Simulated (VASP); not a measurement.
Runs of VASP 6.6.1 on MgS. Symmetry: F-43m, No. 216, cubic system. Conventional cell: a = 5.666 Å, b = 5.666 Å, c = 5.666 Å, α = 90.00°, β = 90.00°, γ = 90.00°. Around S (site symmetry -43m) lie 4 Mg at 2.45 Å. Mg (site symmetry -43m) is surrounded by 4 S at 2.45 Å. The cell comes from a database or a generator and needn't be the stable form of this composition.

```tsv
level	k mesh	grid for exact exchange (PRECFOCK)	screening parameter	exchange at q = 0	gap on the mesh (eV)	pressure (GPa)
HSE03	6 × 6 × 6	Fast	-	-	(b)	(a)
PBEsol	8 × 8 × 8	-	-	-	3.29	-0.5
HSE06	6 × 6 × 6	Fast	0.2 1/A	-	4.52	-0.3
PBE0	6 × 6 × 6	Fast	-	truncated	5.18	-0.3
TB-mBJ	8 × 8 × 8	-	-	-	5.04	-
```

Alike in all rows: task band structure; potentials or basis VASP PAW PBE potentials, release 64 (S, Mg); no spin polarisation; cell as given; cutoff (eV) 520; smearing gaussian 0.02 eV.

Q: Fill in the values left out.

A: (a) -0.2; (b) 4.29.

Caveats: the PAW data sets were made with another functional, which shifts forces and pressure a little.

